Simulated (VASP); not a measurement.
# BaTiO3 (P4mm) in VASP: a series of runs

Aim: see how the results for BaTiO3 move with the level of theory and the settings. Levels: PBEsol, r2SCAN. Tasks: band structure.

All numbers are computed with VASP 6.6.1; they aren't measurements. Logs are shortened: lines on timing, memory, paths and dates and some standing lists are left out, and cuts for length are marked.

## Step 1: The crystal as given

The structure is tetragonal, space group P4mm (No. 99). The conventional cell has a = 3.967 Å, b = 3.967 Å, c = 4.066 Å, α = 90.00°, β = 90.00°, γ = 90.00°. Ba (site symmetry 4mm) is surrounded by 12 O at 2.79 to 2.89 Å. Around Ti (site symmetry 4mm) lie 5 O at 1.84 to 1.99 Å. O (site symmetry 2mm) is surrounded by 2 Ti at 1.99 Å. Around O (site symmetry 4mm) lie 1 Ti at 1.84 Å.

The cell is a database's computed one.

## Step 2: Band structure, PBEsol

POSCAR

```
BaTiO3
1.0
    3.9665800000      0.0000000000      0.0000000000
    0.0000000000      3.9665800000      0.0000000000
    0.0000000000      0.0000000000      4.0656500000
Ba Ti O
1 1 3
Direct
    0.5000000000      0.5000000000      0.5821900000
    0.0000000000      0.0000000000      0.0986100000
    0.0000000000      0.5000000000      0.0638500000
    0.5000000000      0.0000000000      0.0638500000
    0.0000000000      1.0000000000      0.5515000000
```

INCAR.step1

```
PREC     = Accurate       # precision mode
ENCUT    = 520            # plane-wave cutoff, eV
EDIFF    = 1E-6           # SCF threshold, eV
ISMEAR   = 0              # smearing method
SIGMA    = 0.02           # smearing width, eV
LREAL    = F              # projectors in reciprocal space
LASPH    = T              # aspherical terms in the spheres
NELM     = 80             # most SCF steps
ALGO     = Fast           # electronic algorithm
ISIF     = 2              # what is computed and relaxed
LWAVE    = F              # write WAVECAR
LCHARG   = T              # write CHGCAR
LMAXMIX  = 4              # l up to which the mixer works
GGA      = PS             # functional
```

KPOINTS.step1

```
Automatic mesh
0
Gamma
  8 8 8
```

INCAR.step2

```
PREC     = Accurate       # precision mode
ENCUT    = 520            # plane-wave cutoff, eV
EDIFF    = 1E-6           # SCF threshold, eV
ISMEAR   = 0              # smearing method
SIGMA    = 0.05           # smearing width, eV
LREAL    = F              # projectors in reciprocal space
LASPH    = T              # aspherical terms in the spheres
NELM     = 80             # most SCF steps
ALGO     = Fast           # electronic algorithm
ISIF     = 2              # what is computed and relaxed
LWAVE    = F              # write WAVECAR
LCHARG   = F              # write CHGCAR
LMAXMIX  = 4              # l up to which the mixer works
GGA      = PS             # functional
ICHARG   = 11             # starting density
```

KPOINTS.step2

```
path GXMGZRAZ,XR,MA
20
line-mode
reciprocal
 0.0000000000  0.0000000000  0.0000000000  G
 0.0000000000  0.5000000000  0.0000000000  X

 0.0000000000  0.5000000000  0.0000000000  X
 0.5000000000  0.5000000000  0.0000000000  M

 0.5000000000  0.5000000000  0.0000000000  M
 0.0000000000  0.0000000000  0.0000000000  G

 0.0000000000  0.0000000000  0.0000000000  G
 0.0000000000  0.0000000000  0.5000000000  Z

 0.0000000000  0.0000000000  0.5000000000  Z
 0.0000000000  0.5000000000  0.5000000000  R

 0.0000000000  0.5000000000  0.5000000000  R
 0.5000000000  0.5000000000  0.5000000000  A

 0.5000000000  0.5000000000  0.5000000000  A
 0.0000000000  0.0000000000  0.5000000000  Z

 0.0000000000  0.5000000000  0.0000000000  X
 0.0000000000  0.5000000000  0.5000000000  R

 0.5000000000  0.5000000000  0.0000000000  M
 0.5000000000  0.5000000000  0.5000000000  A
```

Potentials or basis: VASP PAW PBE potentials, release 64 (Ba_sv, Ti_sv, O).

Started as:

```
$ cat potpaw_PBE.64/Ba_sv/POTCAR potpaw_PBE.64/Ti_sv/POTCAR potpaw_PBE.64/O/POTCAR > POTCAR
$ cp INCAR.step1 INCAR
$ cp KPOINTS.step1 KPOINTS
$ mpirun -np 1 vasp_std > vasp.out
$ cp INCAR.step2 INCAR
$ cp KPOINTS.step2 KPOINTS
$ mpirun -np 1 vasp_std > vasp.out
```

OUTCAR:

```text
PREC = Accurate
   ENCUT = 520
   EDIFF = 1E-6
   ISMEAR = 0
   LREAL = F
   LASPH = T
   NELM = 80
   ISIF = 2
   GGA = PS
   ICHARG = 11

 ion  position               nearest neighbor table
   1  0.500  0.500  0.582-   3 2.79   4 2.79   4 2.79   3 2.79   5 2.81   5 2.81   5 2.81   5 2.81
                             3 2.89   4 2.89   3 2.89   4 2.89   2 3.43   2 3.43   2 3.43   2 3.43
   2  0.000  0.000  0.099-   5 1.84   4 1.99   3 1.99   3 1.99   4 1.99   5 2.22   1 3.43   1 3.43
                             1 3.43   1 3.43   1 3.50   1 3.50   1 3.50   1 3.50
   3  0.000  0.500  0.064-   2 1.99   2 1.99   1 2.79   1 2.79   1 2.89   1 2.89
   4  0.500  0.000  0.064-   2 1.99   2 1.99   1 2.79   1 2.79   1 2.89   1 2.89
   5  0.000  0.000  0.551-   2 1.84   2 2.22   1 2.81   1 2.81   1 2.81   1 2.81

  LATTYP: Found a simple tetragonal cell.
 ALAT       =     3.9665800000
 C/A-ratio  =     1.0249761760

  Lattice vectors:

 A1 = (   3.9665800000,   0.0000000000,   0.0000000000)
 A2 = (   0.0000000000,   3.9665800000,   0.0000000000)
 A3 = (   0.0000000000,   0.0000000000,   4.0656500000)

Analysis of symmetry for initial positions (statically):
=====================================================================
 Subroutine PRICEL returns:
 Original cell was already a primitive cell.

 Routine SETGRP: Setting up the symmetry group for a
 simple tetragonal supercell.

 Subroutine GETGRP returns: Found  8 space group operations
 (whereof  8 operations were pure point group operations)
 out of a pool of 16 trial point group operations.

The static configuration has the point symmetry C_4v.

Analysis of symmetry for dynamics (positions and initial velocities):
=====================================================================
 Subroutine PRICEL returns:
 Original cell was already a primitive cell.

 Routine SETGRP: Setting up the symmetry group for a
 simple tetragonal supercell.

 Subroutine GETGRP returns: Found  8 space group operations
 (whereof  8 operations were pure point group operations)
 out of a pool of 16 trial point group operations.

The dynamic configuration has the point symmetry C_4v.

 Subroutine INISYM returns: Found  8 space group operations
 (whereof  8 operations are pure point group operations),
 and found     1 'primitive' translations

----------------------------------------------------------------------------------------

                                     Primitive cell

  volume of cell :      63.9679

  direct lattice vectors                    reciprocal lattice vectors
     3.966580000  0.000000000  0.000000000     0.252106349  0.000000000  0.000000000
     0.000000000  3.966580000  0.000000000     0.000000000  0.252106349  0.000000000
     0.000000000  0.000000000  4.065650000     0.000000000  0.000000000  0.245963130

  length of vectors
     3.966580000  3.966580000  4.065650000     0.252106349  0.252106349  0.245963130

  position of ions in fractional coordinates (direct lattice)
     0.500000000  0.500000000  0.582190000
     0.000000000  0.000000000  0.098610000
     0.000000000  0.500000000  0.063850000
     0.500000000  0.000000000  0.063850000
     0.000000000  0.000000000  0.551500000

  ion indices of the primitive-cell ions
   primitive index   ion index
                 1           1
                 2           2
                 3           3
                 4           4
                 5           5

----------------------------------------------------------------------------------------

 KPOINTS: path GXMGZRAZ,XR,MA

Interpolating k-points between supplied coordinates.

 Line segments in fractional coordinates (reciprocal lattice):
    0.000000  0.000000  0.000000  ...  0.000000  0.500000  0.000000
    0.000000  0.500000  0.000000  ...  0.500000  0.500000  0.000000
    0.500000  0.500000  0.000000  ...  0.000000  0.000000  0.000000
    0.000000  0.000000  0.000000  ...  0.000000  0.000000  0.500000
    0.000000  0.000000  0.500000  ...  0.000000  0.500000  0.500000
    0.000000  0.500000  0.500000  ...  0.500000  0.500000  0.500000
    0.500000  0.500000  0.500000  ...  0.000000  0.000000  0.500000
    0.000000  0.500000  0.000000  ...  0.000000  0.500000  0.500000
    0.500000  0.500000  0.000000  ...  0.500000  0.500000  0.500000

 Generated    20 points on each line segment, for a total of    180 k-points:

 Following reciprocal coordinates:
            Coordinates               Weight
  0.000000  0.000000  0.000000      0.005556
  0.000000  0.026316  0.000000      0.005556
  0.000000  0.052632  0.000000      0.005556
  0.000000  0.078947  0.000000      0.005556
  0.000000  0.105263  0.000000      0.005556
  0.000000  0.131579  0.000000      0.005556
[... 16 lines left out ...]
  0.052632  0.500000  0.000000      0.005556
  0.078947  0.500000  0.000000      0.005556
 [... further k-points ...]
[... 29 lines left out ...]
   NELECT =      40.0000    total number of electrons
   NUPDOWN=      -1.0000    fix difference up-down
   EMIN   =  10.00;   EMAX   =-10.00  energy-range for DOS
   EFERMI =   0.00;   METHOD = LEGACY
   ISMEAR =     0;   SIGMA  =   0.05  broadening in eV -4-tet -1-fermi 0-gaus
   EFERMI_NEDOS =   21; number of points for ismear=-14 and -15
   IALGO  =     68    algorithm
   IMIX   =      4    mixing-type and parameters
     AMIX     =   0.40;   BMIX     =  1.00
     AMIX_MAG =   1.60;   BMIX_MAG =  1.00
  volume/ion in A,a.u.               =      12.79        86.34
  Fermi-wavevector in a.u.,A,eV,Ry     =   1.399933  2.645490 26.664879  1.959813
  Thomas-Fermi vector in A             =   2.522944
   LORBIT       =      0    0 simple, 1 ext, 2 COOP (PROOUT), +10 PAW based schemes
   GGA     = PS    functional components
   LHFCALC =     F    Hartree Fock is set to
   AEXX    =    0.0000 exact exchange contribution
   IVDW    =     0    specifies the selected vdW correction
   LEPSILON=     F    determine dielectric tensor
   LRPA    =     F    only Hartree local field effects (RPA)
 non-spin polarized calculation
 RMM-DIIS sequential band-by-band and
 Gauss-broadening in eV      SIGMA  =   0.05
  energy-cutoff  :      520.00
  volume of cell :       63.97
 maximum number of plane-waves:      1767
 NGX is ok and might be reduce to    30

 number of electron      39.9999986 magnetization

 Free energy of the ion-electron system (eV)
  ---------------------------------------------------
  ext. energy  EPLUGINS =         0.00000000
  ---------------------------------------------------
  free energy    TOTEN  =       -41.28381560 eV

  energy without entropy =      -41.28381560  energy(sigma->0) =      -41.28381560

 E-fermi :   4.1011     XC(G=0): -11.5179

 val. band max:        3.8218796696   @ k =   0.5000   0.5000   0.5000
 cond. band min:       5.5856723686   @ k =   0.0000   0.0000   0.0000
 fundamental gap:      1.7637926990
 Fermi energy:         4.1011119826

 k-point     1 :       0.0000    0.0000    0.0000
  band No.  band energies     occupation
      1     -52.4588      2.00000
      2     -28.8649      2.00000
      3     -28.7880      2.00000
      4     -28.7880      2.00000
      5     -21.0770      2.00000
      6     -13.1078      2.00000
[... 16 lines left out ...]
     23       5.9838      0.00000
     24       7.9698      0.00000

 k-point     2 :       0.0000    0.0263    0.0000
  band No.  band energies     occupation
      1     -52.4588      2.00000
      2     -28.8649      2.00000
      3     -28.7884      2.00000
      4     -28.7880      2.00000
      5     -21.0761      2.00000
      6     -13.1079      2.00000
[... 16 lines left out ...]
     23       5.9866      0.00000
     24       7.9914      0.00000

 k-point     3 :       0.0000    0.0526    0.0000
  band No.  band energies     occupation
      1     -52.4587      2.00000
      2     -28.8648      2.00000
      3     -28.7896      2.00000
      4     -28.7879      2.00000
      5     -21.0735      2.00000
      6     -13.1085      2.00000
[... 16 lines left out ...]
     23       5.9971      0.00000
     24       8.0235      0.00000
[... 514 lines left out ...]
 k-point    23 :       0.0526    0.5000    0.0000
  band No.  band energies     occupation
      1     -52.4575      2.00000
      2     -28.8624      2.00000
      3     -28.8483      2.00000
      4     -28.7872      2.00000
      5     -20.9427      2.00000
      6     -13.3484      2.00000
[... 16 lines left out ...]
     23       7.4515      0.00000
     24       8.0643      0.00000

 k-point    24 :       0.0789    0.5000    0.0000
  band No.  band energies     occupation
      1     -52.4575      2.00000
      2     -28.8623      2.00000
      3     -28.8482      2.00000
      4     -28.7892      2.00000
      5     -20.9400      2.00000
      6     -13.3317      2.00000
[... 16 lines left out ...]
     23       7.4526      0.00000
     24       8.1243      0.00000

 [... further k-points ...]
[... 5 lines left out ...]
  --------------------------------------------------------------------------------------
  -------------------------------------------------------------------------------------
  Total        3.6520652      3.6520652      1.2283821      0.0000000      0.0000000     -0.0000000
  in kB       91.4716861     91.4716861     30.7667504      0.0000000      0.0000000     -0.0000000
  external PRESSURE =      71.2367075 kB  Pullay stress =       0.0000000 kB

 VOLUME and BASIS-vectors are now :
 -----------------------------------------------------------------------------
  energy-cutoff  :      520.00
  volume of cell :       63.97
      direct lattice vectors                 reciprocal lattice vectors
     3.966580000  0.000000000  0.000000000     0.252106349  0.000000000  0.000000000
     0.000000000  3.966580000  0.000000000     0.000000000  0.252106349  0.000000000
     0.000000000  0.000000000  4.065650000     0.000000000  0.000000000  0.245963130

 POSITION                                       TOTAL-FORCE (eV/Angst)
 -----------------------------------------------------------------------------------
      1.98329      1.98329      2.36698         0.000000      0.000000      0.238842
      0.00000      0.00000      0.40091        -0.000000     -0.000000      1.105874
      0.00000      1.98329      0.25959        -0.000000     -0.000000     -0.372557
      1.98329      0.00000      0.25959        -0.000000     -0.000000     -0.372557
      0.00000      0.00000      2.24221        -0.000000     -0.000000     -0.599603
 -----------------------------------------------------------------------------------
    total drift:                                0.000000      0.000000     -0.072923

  FREE ENERGIE OF THE ION-ELECTRON SYSTEM (eV)
  ---------------------------------------------------
  free  energy   TOTEN  =       -41.2838155978 eV

  energy  without entropy=      -41.2838155978  energy(sigma->0) =      -41.28381560
```

Wall time 5.5 min (1 thread of Intel Xeon Platinum 8488C (Sapphire Rapids), shared host); peak memory 0.38 GiB.

Results:

```
Band gap on the k mesh  : 1.76 eV, indirect (least direct gap 2.19 eV)
Band gap along the path : 1.76 eV, indirect (least direct gap 2.19 eV)
```

Levels at the corners of the path, in eV from the valence-band top:
| point | band 17 | band 18 | band 19 | band 20 | band 21 | band 22 | band 23 | band 24 |
| --- | --- | --- | --- | --- | --- | --- | --- | --- |
| Γ | -1.27 | -0.54 | -0.43 | -0.43 | 1.76 | 2.16 | 2.16 | 4.15 |
| X | -1.96 | -1.77 | -1.23 | -1.05 | 2.29 | 3.56 | 3.63 | 4.19 |
| X | -1.96 | -1.77 | -1.23 | -1.05 | 2.29 | 3.56 | 3.63 | 4.19 |
| M | -1.89 | -1.05 | -1.05 | -0.08 | 3.66 | 3.66 | 4.02 | 4.59 |
| M | -1.89 | -1.05 | -1.05 | -0.08 | 3.66 | 3.66 | 4.02 | 4.59 |
| Γ | -1.27 | -0.54 | -0.43 | -0.43 | 1.76 | 2.16 | 2.16 | 4.15 |
| Γ | -1.27 | -0.54 | -0.43 | -0.43 | 1.76 | 2.16 | 2.16 | 4.15 |
| Z | -2.07 | -2.07 | -0.74 | -0.74 | 1.92 | 3.57 | 3.57 | 4.14 |
| Z | -2.07 | -2.07 | -0.74 | -0.74 | 1.92 | 3.57 | 3.57 | 4.14 |
| R | -1.80 | -1.02 | -0.98 | -0.33 | 3.58 | 3.60 | 3.92 | 4.97 |
| R | -1.80 | -1.02 | -0.98 | -0.33 | 3.58 | 3.60 | 3.92 | 4.97 |
| A | -2.53 | -0.24 | -0.24 | 0.00 | 4.20 | 4.20 | 4.25 | 6.35 |
| A | -2.53 | -0.24 | -0.24 | 0.00 | 4.20 | 4.20 | 4.25 | 6.37 |
| Z | -2.07 | -2.07 | -0.74 | -0.74 | 1.92 | 3.57 | 3.57 | 4.14 |
| X | -1.96 | -1.77 | -1.23 | -1.05 | 2.29 | 3.56 | 3.63 | 4.19 |
| R | -1.80 | -1.02 | -0.98 | -0.33 | 3.58 | 3.60 | 3.92 | 4.97 |
| M | -1.89 | -1.05 | -1.05 | -0.08 | 3.66 | 3.66 | 4.02 | 4.59 |
| A | -2.53 | -0.24 | -0.24 | 0.00 | 4.20 | 4.20 | 4.25 | 6.40 |

Caveat: the log is that of the step along the path at fixed density, whose energy, stress, charges and moments have no meaning; the PAW data sets were made with another functional, which shifts forces and pressure a little; spin-orbit coupling is left out, which moves the levels of the heavy elements. As with any semilocal functional, this PBEsol gap is likely too small.

## Step 3: Band structure, r2SCAN

INCAR

```
PREC     = Accurate       # precision mode
ENCUT    = 520            # plane-wave cutoff, eV
EDIFF    = 1E-6           # SCF threshold, eV
ISMEAR   = 0              # smearing method
SIGMA    = 0.02           # smearing width, eV
LREAL    = F              # projectors in reciprocal space
LASPH    = T              # aspherical terms in the spheres
NELM     = 80             # most SCF steps
ALGO     = Normal         # electronic algorithm
ISIF     = 2              # what is computed and relaxed
LWAVE    = F              # write WAVECAR
LCHARG   = F              # write CHGCAR
LMAXMIX  = 4              # l up to which the mixer works
METAGGA  = R2SCAN         # meta-GGA
LMIXTAU  = T
```

KPOINTS

```
Automatic mesh
0
Gamma
  8 8 8
```

POSCAR is that of step 2.

KPOINTS_OPT

```
path GXMGZRAZ,XR,MA
20
line-mode
reciprocal
 0.0000000000  0.0000000000  0.0000000000  G
 0.0000000000  0.5000000000  0.0000000000  X

 0.0000000000  0.5000000000  0.0000000000  X
 0.5000000000  0.5000000000  0.0000000000  M

 0.5000000000  0.5000000000  0.0000000000  M
 0.0000000000  0.0000000000  0.0000000000  G

 0.0000000000  0.0000000000  0.0000000000  G
 0.0000000000  0.0000000000  0.5000000000  Z

 0.0000000000  0.0000000000  0.5000000000  Z
 0.0000000000  0.5000000000  0.5000000000  R

 0.0000000000  0.5000000000  0.5000000000  R
 0.5000000000  0.5000000000  0.5000000000  A

 0.5000000000  0.5000000000  0.5000000000  A
 0.0000000000  0.0000000000  0.5000000000  Z

 0.0000000000  0.5000000000  0.0000000000  X
 0.0000000000  0.5000000000  0.5000000000  R

 0.5000000000  0.5000000000  0.0000000000  M
 0.5000000000  0.5000000000  0.5000000000  A
```

Potentials or basis: VASP PAW PBE potentials, release 64 (Ba_sv, Ti_sv, O).

Started as:

```
$ cat potpaw_PBE.64/Ba_sv/POTCAR potpaw_PBE.64/Ti_sv/POTCAR potpaw_PBE.64/O/POTCAR > POTCAR
$ mpirun -np 1 vasp_std > vasp.out
```

Wall time 9.1 min (1 thread of Intel Xeon Platinum 8488C (Sapphire Rapids), shared host); peak memory 0.31 GiB.

Results (log left out):

* Free energy: -74.2477 eV
* Pressure: 3.5 GPa
* Largest force: 0.089 eV/Å
* Band gap on the k mesh: 2.21 eV, indirect (least direct gap 2.64 eV)
* Band gap along the path: 2.21 eV, indirect (least direct gap 2.64 eV)

Forces on the atoms (eV/Å):
```
Ba   0.000  0.000 -0.027
Ti   0.000  0.000 -0.089
O    0.000  0.000  0.030
O    0.000  0.000  0.030
O    0.000  0.000  0.056
```

Stress tensor (GPa, compression positive):
```
3.57 0.00 0.00
0.00 3.57 0.00
0.00 0.00 3.42
```

Levels at the corners of the path, in eV from the valence-band top:
| point | band 17 | band 18 | band 19 | band 20 | band 21 | band 22 | band 23 | band 24 |
| --- | --- | --- | --- | --- | --- | --- | --- | --- |
| Γ | -1.28 | -0.56 | -0.43 | -0.43 | 2.21 | 2.58 | 2.58 | 4.40 |
| X | -1.93 | -1.74 | -1.25 | -1.09 | 2.70 | 3.94 | 4.00 | 4.46 |
| X | -1.93 | -1.74 | -1.25 | -1.09 | 2.70 | 3.94 | 4.00 | 4.46 |
| M | -1.94 | -1.07 | -1.07 | -0.08 | 4.03 | 4.03 | 4.43 | 4.95 |
| M | -1.94 | -1.07 | -1.07 | -0.08 | 4.03 | 4.03 | 4.43 | 4.95 |
| Γ | -1.28 | -0.56 | -0.43 | -0.43 | 2.21 | 2.58 | 2.58 | 4.40 |
| Γ | -1.28 | -0.56 | -0.43 | -0.43 | 2.21 | 2.58 | 2.58 | 4.40 |
| Z | -2.04 | -2.03 | -0.76 | -0.76 | 2.36 | 3.94 | 3.94 | 4.40 |
| Z | -2.04 | -2.03 | -0.76 | -0.76 | 2.36 | 3.94 | 3.94 | 4.40 |
| R | -1.84 | -1.04 | -0.99 | -0.33 | 3.95 | 3.97 | 4.33 | 5.30 |
| R | -1.84 | -1.04 | -0.99 | -0.33 | 3.95 | 3.97 | 4.33 | 5.30 |
| A | -2.54 | -0.25 | -0.25 | 0.00 | 4.58 | 4.58 | 4.64 | 7.03 |
| A | -2.54 | -0.25 | -0.25 | 0.00 | 4.58 | 4.58 | 4.64 | 7.03 |
| Z | -2.04 | -2.03 | -0.76 | -0.76 | 2.36 | 3.94 | 3.94 | 4.40 |
| X | -1.93 | -1.74 | -1.25 | -1.09 | 2.70 | 3.94 | 4.00 | 4.46 |
| R | -1.84 | -1.04 | -0.99 | -0.33 | 3.95 | 3.97 | 4.33 | 5.30 |
| M | -1.94 | -1.07 | -1.07 | -0.08 | 4.03 | 4.03 | 4.43 | 4.95 |
| A | -2.54 | -0.25 | -0.25 | 0.00 | 4.58 | 4.58 | 4.64 | 7.03 |

Caveat: the PAW data sets were made with another functional, which shifts forces and pressure a little; spin-orbit coupling is left out, which moves the levels of the heavy elements. r2SCAN opens gaps a little over a GGA but as a rule still falls short of measured ones.
